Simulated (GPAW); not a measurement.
The system is BN.

```
CELL_PARAMETERS angstrom
2.49824 0.00000 0.00000
-1.24912 2.16354 0.00000
0.00000 0.00000 6.63570
ATOMIC_POSITIONS crystal
N 0.66667 0.33333 0.25000
N 0.33333 0.66667 0.75000
B 0.66667 0.33333 0.75000
B 0.33333 0.66667 0.25000
```

Base run:

```yaml
Program: GPAW 26.7.0
Functional: PBEsol
Potentials_or_basis: PAW data sets generated in the run's folder for this functional
Cutoff: 800 eV
Basis: pw
k_mesh: 10 × 10 × 4
Occupations: fermi-dirac, width 0.05 eV
Spin: no spin polarisation
```

Its results: band gap on the k mesh 4.14 eV, indirect (least direct gap 4.61 eV).

Q: The run is repeated on the same cell with these changes: functional from PBEsol to TB-mBJ; potentials or basis from PAW data sets generated in the run's folder for this functional to GPAW PAW data sets for LDA (gpaw-data 1.2.1). What comes out?

A: Band gap on the k mesh 5.91 eV, indirect (least direct gap 6.32 eV).

Caveats: a model potential gives levels but no total energy (some runs).
